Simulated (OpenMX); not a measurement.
# C under changes of volume

One of the cells (5.672 Å³/atom); the others are scaled copies at fixed shape and fractional positions:

```
C
1.0
     0.00000    1.78337    1.78337
     1.78337    0.00000    1.78337
     1.78337    1.78337    0.00000
C
2
Cartesian
  2.6751 2.6751 2.6751
  1.7834 1.7834 1.7834
```

This isn't the form of C at room conditions, which is graphite.

```yaml
Program: OpenMX 3.8.5
Functional: LDA
Potentials_or_basis: OpenMX 2013 LDA set, C6.0-s2p2d1, fixed grid of 21 × 21 × 21 points
k_mesh: 13 × 13 × 13
Occupations: fermi-dirac, width 0.05 eV
Spin: no spin polarisation
```

| volume (Å³/atom) | energy over the lowest point (meV/atom) | gap on the mesh (eV) |
| --- | --- | --- |
| 5.332 | 13.75 | 4.45 |
| 5.445 | ? | ? |
| 5.558 | 0.00 | 4.33 |
| 5.672 | 3.86 | 4.27 |
| 5.785 | 13.98 | 4.20 |
| 5.899 | 29.69 | 4.14 |
| 6.012 | 50.43 | 4.09 |

**Question.** What does the run at 5.445 Å³/atom give?

**Answer.** Energy over the lowest point 3.06 meV/atom; gap on the mesh 4.39 eV.

Worked out: A Birch-Murnaghan fit of order 3 (a polynomial in V^(-2/3)) to the other rows has its minimum at 5.55 Å³/atom with B0 = V·E''(V) = 482 GPa and B' = 4.2. It gives 3.06 meV/atom at 5.445 Å³/atom, against the run's 3.06. A straight line through the other rows of the gap, of slope -3.05 eV per unit of ln V, gives 4.39 eV, against the run's 4.39.

Energies are extrapolated to zero smearing.

Caveats: an odd mesh through Γ misses points on the zone boundary, where band edges often lie; the basis of atomic orbitals isn't converged, which shifts pressures, moduli and gaps.
